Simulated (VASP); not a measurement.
# KI (Fm-3m) in VASP: further runs, part 2 of 2

VASP 6.6.1. Earlier steps stand in the parts before.

### 4 Single point, r2SCAN

This run uses another cell than the first one, of 41.45 Å³/atom, 0.940 times its volume.

File POSCAR:

```
KI
1.0
    0.0000000000      3.4606573152      3.4606573152
    3.4606573152      0.0000000000      3.4606573152
    3.4606573152      3.4606573152      0.0000000000
I K
1 1
Direct
    0.5000000000      0.5000000000      0.5000000000
    0.0000000000      0.0000000000      0.0000000000
```

File INCAR.step1:

```
SYSTEM = KI
PREC = Accurate ; ENCUT = 520
ISMEAR = -1 ; SIGMA = 0.05
LREAL = .False. ; LASPH = .True.
NELM = 100 ; NBANDS = 15
GGA = PE ; ALGO = Normal
EDIFF = 1E-4 ; LWAVE = .True.
LCHARG = .False.
```

File INCAR.step2:

```
SYSTEM = KI
PREC = Accurate ; ENCUT = 520
EDIFF = 1E-6 ; ISMEAR = -1
SIGMA = 0.05 ; LREAL = .False.
LASPH = .True. ; NELM = 100
ALGO = Normal ; ISIF = 2
LWAVE = .False. ; LCHARG = .False.
METAGGA = R2SCAN ; LMIXTAU = .True.
NBANDS = 15 ; ISTART = 1
```

File KPOINTS:

```
regular mesh
0
Gamma
  7 7 7
  0 0 0
```

Potentials or basis: VASP PAW PBE potentials, release 64 (I, K_sv).

Run with:

```
$ cat potpaw_PBE.64/I/POTCAR potpaw_PBE.64/K_sv/POTCAR > POTCAR
$ cp INCAR.step1 INCAR
$ mpirun -np 1 vasp_std > vasp.out
$ cp INCAR.step2 INCAR
$ mpirun -np 1 vasp_std > vasp.out
```

OUTCAR:

```text
SYSTEM = KI
   PREC = Accurate
   ENCUT = 520
   EDIFF = 1E-6
   ISMEAR = -1
   LREAL = .False.
   LASPH = .True.
   NELM = 100
   ISIF = 2
   METAGGA = R2SCAN
   ISTART = 1

 ion  position               nearest neighbor table
   1  0.500  0.500  0.500-   2 3.46   2 3.46   2 3.46   2 3.46   2 3.46   2 3.46
   2  0.000  0.000  0.000-   1 3.46   1 3.46   1 3.46   1 3.46   1 3.46   1 3.46

  LATTYP: Found a face centered cubic cell.
 ALAT       =     6.9213146304

  Lattice vectors:

 A1 = (   0.0000000000,   3.4606573152,   3.4606573152)
 A2 = (   3.4606573152,   0.0000000000,   3.4606573152)
 A3 = (   3.4606573152,   3.4606573152,   0.0000000000)

Analysis of symmetry for initial positions (statically):
=====================================================================
 Subroutine PRICEL returns:
 Original cell was already a primitive cell.

 Routine SETGRP: Setting up the symmetry group for a
 face centered cubic supercell.

 Subroutine GETGRP returns: Found 48 space group operations
 (whereof 48 operations were pure point group operations)
 out of a pool of 48 trial point group operations.

The static configuration has the point symmetry O_h .

Analysis of symmetry for dynamics (positions and initial velocities):
=====================================================================
 Subroutine PRICEL returns:
 Original cell was already a primitive cell.

 Routine SETGRP: Setting up the symmetry group for a
 face centered cubic supercell.

 Subroutine GETGRP returns: Found 48 space group operations
 (whereof 48 operations were pure point group operations)
 out of a pool of 48 trial point group operations.

The dynamic configuration has the point symmetry O_h .

 Subroutine INISYM returns: Found 48 space group operations
 (whereof 48 operations are pure point group operations),
 and found     1 'primitive' translations

----------------------------------------------------------------------------------------

[... 114 lines left out ...]
   AEXX    =    0.0000 exact exchange contribution
   IVDW    =     0    specifies the selected vdW correction
   LEPSILON=     F    determine dielectric tensor
   LRPA    =     F    only Hartree local field effects (RPA)
 non-spin polarized calculation
  energy-cutoff  :      520.00
  volume of cell :       82.89
 maximum number of plane-waves:      2247
   NGX = 19   NGY = 19   NGZ = 19

 number of electron      15.9999999 magnetization

 Free energy of the ion-electron system (eV)
  ---------------------------------------------------
  ext. energy  EPLUGINS =         0.00000000
  ---------------------------------------------------
  free energy    TOTEN  =       -33.96338885 eV

  energy without entropy =      -33.96338885  energy(sigma->0) =      -33.96338885

 E-fermi :   0.7260     XC(G=0):  -7.7791

 val. band max:       -0.4184303652   @ k =   0.0000   0.0000   0.0000
 cond. band min:       4.3570264387   @ k =   0.0000   0.0000   0.0000
 fundamental gap:      4.7754568039
 Fermi energy:         0.7259839092

 k-point     1 :       0.0000    0.0000    0.0000
  band No.  band energies     occupation
      1     -29.9770      2.00000
      2     -12.7011      2.00000
      3     -12.7011      2.00000
      4     -12.7011      2.00000
      5     -11.3333      2.00000
      6      -0.4184      2.00000
      7      -0.4184      2.00000
      8      -0.4184      2.00000
      9       4.3570      0.00000
     10       6.5917      0.00000
     11       6.5917      0.00000
     12       6.5917      0.00000
     13       7.4847      0.00000
     14       7.4847      0.00000
[... 329 lines left out ...]
      2     -12.7935      2.00000
      3     -12.7444      2.00000
      4     -12.7257      2.00000
      5     -11.0535      2.00000
      6      -1.3068      2.00000
      7      -1.2880      2.00000
      8      -0.9630      2.00000
      9       6.1770      0.00000
     10       7.0416      0.00000
     11       7.2415      0.00000
     12       8.8131      0.00000
     13       9.2404      0.00000
     14       9.7468      0.00000
     15      10.8374      0.00000

------------------------ aborting loop because EDIFF is reached ----------------------------------------

  FORCE on cell =-STRESS in cart. coord.  units (eV):
  Direction    XX          YY          ZZ          XY          YZ          ZX
  --------------------------------------------------------------------------------------
  -------------------------------------------------------------------------------------
  Total        0.5666112      0.5666112      0.5666112     -0.0000000      0.0000000     -0.0000000
  in kB       10.9519130     10.9519130     10.9519130     -0.0000000      0.0000000     -0.0000000
  external PRESSURE =      10.9519130 kB  Pullay stress =       0.0000000 kB

 VOLUME and BASIS-vectors are now :
 -----------------------------------------------------------------------------
  energy-cutoff  :      520.00
  volume of cell :       82.89
      direct lattice vectors                 reciprocal lattice vectors
     0.000000000  3.460657315  3.460657315    -0.144481223  0.144481223  0.144481223
     3.460657315  0.000000000  3.460657315     0.144481223 -0.144481223  0.144481223
     3.460657315  3.460657315  0.000000000     0.144481223  0.144481223 -0.144481223

 POSITION                                       TOTAL-FORCE (eV/Angst)
 -----------------------------------------------------------------------------------
      3.46066      3.46066      3.46066        -0.000000      0.000000     -0.000000
      0.00000      0.00000      0.00000         0.000000      0.000000      0.000000
 -----------------------------------------------------------------------------------
    total drift:                                0.000000      0.000000      0.000000

  FREE ENERGIE OF THE ION-ELECTRON SYSTEM (eV)
  ---------------------------------------------------
  free  energy   TOTEN  =       -33.9633888504 eV

  energy  without entropy=      -33.9633888504  energy(sigma->0) =      -33.96338885
```

OUTCAR.step1:

```text
SYSTEM = KI
   PREC = Accurate
   ENCUT = 520
   ISMEAR = -1
   LREAL = .False.
   LASPH = .True.
[... 573 lines left out ...]
      3.46066      3.46066      3.46066         0.000000      0.000000     -0.000000
      0.00000      0.00000      0.00000        -0.000000     -0.000000      0.000000
 -----------------------------------------------------------------------------------
    total drift:                                0.000000      0.000000      0.000000

  FREE ENERGIE OF THE ION-ELECTRON SYSTEM (eV)
  ---------------------------------------------------
  free  energy   TOTEN  =        -5.5207709256 eV

  energy  without entropy=       -5.5207709255  energy(sigma->0) =       -5.52077093
```

OSZICAR.step1:

```text
N       E                     dE             d eps       ncg     rms          rms(c)
DAV:   1     0.902660689851E+02    0.90266E+02   -0.65244E+03   600   0.912E+02
DAV:   2    -0.752183203654E-01   -0.90341E+02   -0.83218E+02   768   0.214E+02
DAV:   3    -0.537996722389E+01   -0.53047E+01   -0.52845E+01   820   0.453E+01
DAV:   4    -0.559086915770E+01   -0.21090E+00   -0.21084E+00   953   0.846E+00
DAV:   5    -0.559249061628E+01   -0.16215E-02   -0.16214E-02   854   0.761E-01    0.346E+00
DAV:   6    -0.551828218072E+01    0.74208E-01   -0.85762E-02   789   0.177E+00    0.244E+00
DAV:   7    -0.551614251942E+01    0.21397E-02   -0.11023E-01   796   0.174E+00    0.783E-01
DAV:   8    -0.552019431919E+01   -0.40518E-02   -0.12120E-02   628   0.735E-01    0.138E-01
DAV:   9    -0.552059946205E+01   -0.40514E-03   -0.71664E-04   852   0.165E-01    0.720E-02
DAV:  10    -0.552073297251E+01   -0.13351E-03   -0.11837E-04   632   0.603E-02    0.194E-02
DAV:  11    -0.552077092557E+01   -0.37953E-04   -0.48283E-05   531   0.414E-02
   1 F= -.55207709E+01 E0= -.55207709E+01  d E =-.301559E-10
```

It took 50 s on 1 thread of Intel Xeon Platinum 8559C (Emerald Rapids), shared host; peak memory 0.22 GiB.

Results:

- Free energy: -33.9634 eV
- Pressure: 1.1 GPa
- Band gap on the k mesh: 4.78 eV, direct

Caveat: the PAW data sets were made with another functional, which shifts forces and pressure a little; spin-orbit coupling is left out, which moves the levels of the heavy elements.

### 5 Overview

| level | potentials or basis | cell | gap on the mesh (eV) | pressure (GPa) |
| --- | --- | --- | --- | --- |
| LDA | VASP PAW LDA potentials, release 64 (I, K_sv) | a = 4.996 Å, angles 60.0°, 2 atoms | 3.61 | -1.3 |
| PBE | VASP PAW PBE potentials, release 64 (I, K_sv) | a = 4.996 Å, angles 60.0°, 2 atoms | 3.96 | 0.6 |
| r2SCAN | VASP PAW PBE potentials, release 64 (I, K_sv) | a = 4.894 Å, angles 60.0°, 2 atoms | 4.78 | 1.1 |

Alike in all rows: task single point; no spin polarisation; k mesh 7 × 7 × 7; cutoff (eV) 520; smearing fermi-dirac 0.05 eV.

Caveats: spin-orbit coupling is left out, which moves the levels of the heavy elements; the PAW data sets were made with another functional, which shifts forces and pressure a little (some runs).

Absolute energies hang on the potentials; compare differences alone.

### 6 Comparison with measurements

Step 2. Against the measured gap of KI, 6.32 eV (a printed reference work, monograph), the calculated 3.61 eV is off by -2.71 eV. Spin-orbit coupling on I is left out. The value is that of LDA, without temperature or zero-point motion. Semilocal functionals fall short of measured gaps as a rule.

Step 3. Measured gap of KI: 6.32 eV (a printed reference work, monograph). This calculation gives 3.96 eV (-2.36 eV). Spin-orbit coupling on I is left out. The value is that of PBE on a finite k mesh, which can miss the band edges, without temperature or zero-point motion. Semilocal functionals fall short of measured gaps as a rule.

Step 4. A measured gap of KI is 6.32 eV (a printed reference work, monograph); the calculated 4.78 eV misses it by -1.54 eV. Spin-orbit coupling on I is left out. The value is that of r2SCAN, without temperature or zero-point motion.
